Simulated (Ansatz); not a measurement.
The cell is COD entry 9013138, as deposited and not checked against the literature; nothing was relaxed. The listed cell was then made from it by scaling, straining or moving an atom.

An input for Se: DFT, PBE, all-electron LAPW, scalar-relativistic (Ansatz 0.2.0).

Command: `ansatz run input.yaml --threads 2 --pin off --max-ram 6144MiB --backend cpu --events-out ev --progress --plain --runs-dir out` The run took 2.1 min on 2 threads of Arm Neoverse V1 (shared host), peak memory 0.96 GiB.

```yaml
crystal:
  lattice:
    - [5.7378098605, 3.3127260675, 1.47633]
    - [-5.7378098605, 3.3127260675, 1.47633]
    - [0.0, -6.6254521351, 1.47633]
  atoms:
    - { symbol: Se, position: [0.28066, 0.16251, 0.91818] }
    - { symbol: Se, position: [0.91818, 0.28066, 0.16251] }
    - { symbol: Se, position: [0.16251, 0.91818, 0.28066] }
    - { symbol: Se, position: [0.71934, 0.83749, 0.08182] }
    - { symbol: Se, position: [0.08182, 0.71934, 0.83749] }
    - { symbol: Se, position: [0.83749, 0.08182, 0.71934] }
kpoints:
  mp_grid: { grid: [6, 6, 6] }
  band_path:
    path:
      - [0.0, 0.0, 0.0]
      - [0.5, 0.0, 0.0]
      - [0.5, -0.5, 0.5]
      - [0.1997679315, -0.8002320685, 0.1997679315]
      - [0.1997679315, 0.1997679315, 0.1997679315]
      - [0.0, 0.0, 0.0]
      - [0.5, -0.5, 0.0]
    npoints: 5
scf:
  occupations: { method: fermi_dirac, width: 0.01 }
hamiltonian:
  xc: pbe
  pseudopotentials: { kind: all_electron, lapw: { basis_error: 0.001 } }
output:
  forces: true
  stress: true
  eigenvalues: true
```

Set-up and iterations as logged by Ansatz (the results part is left out, to be predicted):

```
LAPW: plane waves up to 9.237 Å⁻¹, error target 1.0e-3 eV per atom; small_component_spin mean_spin; Se in spheres of 1.187 Å, 24 of its electrons in bands, Dirac shells []
Engine: ansatz 0.2.0
Pseudopotentials: kind: all_electron
Pseudopotential: Se, LAPW, valence charge 24, Koelling and Harmon's equation, gaussian nucleus
Functional definition: PBE
  parameter kappa = 0.804
  parameter beta = 0.06672455060314922
  exchange = pbe_x(kappa = kappa, mu = beta*pi^2/3)
  correlation = pbe_c(beta = beta)
Crystal: 6 atoms, lattice volume = 168.371 Å³
Basis set: ecut = 325.0828709615931 eV, 2207 PW (Γ), FFT grids on a1+a2+a3, a2, a3, exchange–correlation at level 2
Bands: 87, of which v1, the nominal top of the filled ones, is band 72 counted from 1 (71 counted from 0)
Symmetry: 6 space group operations
Space group: R-3 (ITA 148), of the structure as read, at distance tolerance 5.5e-5 Å
k-points: 40 of 216
Non-local potential: Se, projectors of the file, none
Initial density: superposition of atomic densities (chi_scale 0.1, normalization cell)
Initial wavefunctions: plane waves of lowest kinetic energy (no species holds an atomic orbital)
Functional: x = pbe(κ = 0.804, μ = 0.2195149727645171), c = pbe(β = 0.06672455060314922)
iter 1 solved again at ethr=4.59e-4 eV; its pass at ethr=1.00e-1 eV (dr2=6.61e-1 eV) is discarded
SCF iter   1: F=—  HF=-396753.951953 eV  |F-HF|=—  |Δ(HF+E_count)|=         —  Δρ=2.20e-2  dr2=6.59e-1  ethr=4.59e-4  ⟨swp⟩=2.2  Hψ=21500  notcnv=0
SCF iter   2: F=—  HF=-396753.774536 eV  |F-HF|=—  |Δ(HF+E_count)|=   1.77e-1  Δρ=1.23e-2  dr2=2.27e-1  ethr=4.58e-4  ⟨swp⟩=2.0  Hψ=10285  notcnv=0
iter 3 solved again at ethr=4.29e-6 eV; its pass at ethr=1.57e-4 eV (dr2=6.18e-3 eV) is discarded
SCF iter   3: F=—  HF=-396753.725786 eV  |F-HF|=—  |Δ(HF+E_count)|=   4.87e-2  Δρ=1.84e-3  dr2=6.15e-3  ethr=4.29e-6  ⟨swp⟩=2.0  Hψ=17792  notcnv=0
SCF iter   4: F=—  HF=-396753.733559 eV  |F-HF|=—  |Δ(HF+E_count)|=         —  Δρ=6.30e-4  dr2=9.20e-4  ethr=4.27e-6  ⟨swp⟩=2.0  Hψ=10296  notcnv=0
the basis was enlarged: its passes take 1005.5 KiB over the memory plan, 2 of 2 planned eigensolver slots
SCF iter   5: F=—  HF=-396753.733303 eV  |F-HF|=—  |Δ(HF+E_count)|=   2.56e-4  Δρ=1.96e-4  dr2=7.99e-5  ethr=6.39e-7  ⟨swp⟩=3.0  Hψ=10682  notcnv=0
SCF iter   6: F=—  HF=-396753.733358 eV  |F-HF|=—  |Δ(HF+E_count)|=   5.57e-5  Δρ=7.88e-5  dr2=1.22e-5  ethr=5.55e-8  ⟨swp⟩=3.0  Hψ=10204  notcnv=0
SCF iter   7: F=—  HF=-396753.733367 eV  |F-HF|=—  |Δ(HF+E_count)|=   8.74e-6  Δρ=3.90e-5  dr2=3.14e-6  ethr=8.46e-9  ⟨swp⟩=3.0  Hψ=10170  notcnv=0
SCF iter   8: F=—  HF=-396753.733372 eV  |F-HF|=—  |Δ(HF+E_count)|=   5.00e-6  Δρ=1.56e-5  dr2=5.31e-7  ethr=2.18e-9  ⟨swp⟩=3.0  Hψ=10280  notcnv=0
SCF iter   9: F=-396753.733373 eV  HF=-396753.733373 eV  |F-HF|=4.69e-8  |Δ(HF+E_count)|=   8.79e-7  Δρ=3.37e-6  dr2=3.51e-8  ethr=3.69e-10  ⟨swp⟩=3.0  Hψ=10358  notcnv=0
```

Q: What pressure will this run report?

A: 1.36 GPa (positive in compression).

Q: How large will the largest force be?

A: 0.205 eV/Å.

Q: Is there a band gap?

A: 1.10 eV, indirect from T (0.5, -0.5, 0.5) to the line P0 (0.2, -0.8, 0.2)–P2 (0.2, 0.2, 0.2).
